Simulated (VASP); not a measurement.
Set up this calculation in VASP 6.6.1, as the native input.

```
Task                   : relaxation of cell and atoms
Functional             : PBE
Dispersion             : D3(BJ)
Potentials or basis    : VASP PAW PBE potentials, release 64 (Sb)
Cutoff                 : 600 eV
k mesh                 : 10 × 10 × 10
Occupations            : methfessel-paxton, width 0.1 eV
Spin                   : no spin polarisation
Further INCAR settings : ALGO = Normal; EDIFF = 1e-07; IBRION = 2; EDIFFG = -0.005; NSW = 90; ISIF = 3
```

The structure of Sb lies in POSCAR:

```
Sb                                      
1.0
    2.1624919383      1.2485153027      3.6776869394
   -2.1624919383      1.2485153027      3.6776869394
   -0.0000000000     -2.4970306054      3.6776869394
  Sb            
     2
Direct
     0.2365032207194499    0.2365032207194499    0.2365032207194499
     0.7634967792805499    0.7634967792805499    0.7634967792805499
```

The input as run:

INCAR

```
ALGO     = Normal         # electronic algorithm
EDIFF    = 1E-7           # SCF threshold, eV
EDIFFG   = -0.005         # ionic threshold
ENCUT    = 600            # plane-wave cutoff, eV
GGA      = PE             # functional
IBRION   = 2              # ionic algorithm
ISIF     = 3              # what is computed and relaxed
ISMEAR   = 1              # smearing method
IVDW     = 12             # dispersion correction
KPAR     = 2            
LASPH    = T              # aspherical terms in the spheres
LCHARG   = F              # write CHGCAR
LREAL    = F              # projectors in reciprocal space
LWAVE    = F              # write WAVECAR
NELM     = 80             # most SCF steps
NSW      = 90             # ionic steps
PREC     = Accurate       # precision mode
SIGMA    = 0.1            # smearing width, eV
```

KPOINTS

```
k-points
0
Gamma
  10 10 10
```

Potentials or basis: VASP PAW PBE potentials, release 64 (Sb).

Command:

```bash
$ cat potpaw_PBE.64/Sb/POTCAR > POTCAR
$ mpirun -np 2 vasp_std > vasp.out
```

Results of the run:

| Property | Result |
| --- | --- |
| Relaxed volume | 29.77 Å³/atom |
| Relaxed cell | a = 4.444 Å, b = 4.444 Å, c = 4.444 Å, α = 58.22°, β = 58.22°, γ = 58.22° |
| Space group after relaxing (to 0.05 Å) | R-3m (No. 166) |
| Energy gained by relaxing | 0.0 meV/atom |
| Ionic steps | 2 |
| Pressure after relaxing | 0.0 GPa |
| Band gap on the k mesh | none (metal or under the smearing width) |
| Dispersion energy per atom | -0.480 eV |

Caveat: pairwise dispersion overbinds metals, which lowers pressure and volume.

Run time: 24 s on 2 MPI ranks on Intel(R) Xeon(R) Platinum 8488C (Sapphire Rapids) (shared host), peak memory 0.24 GiB a rank.
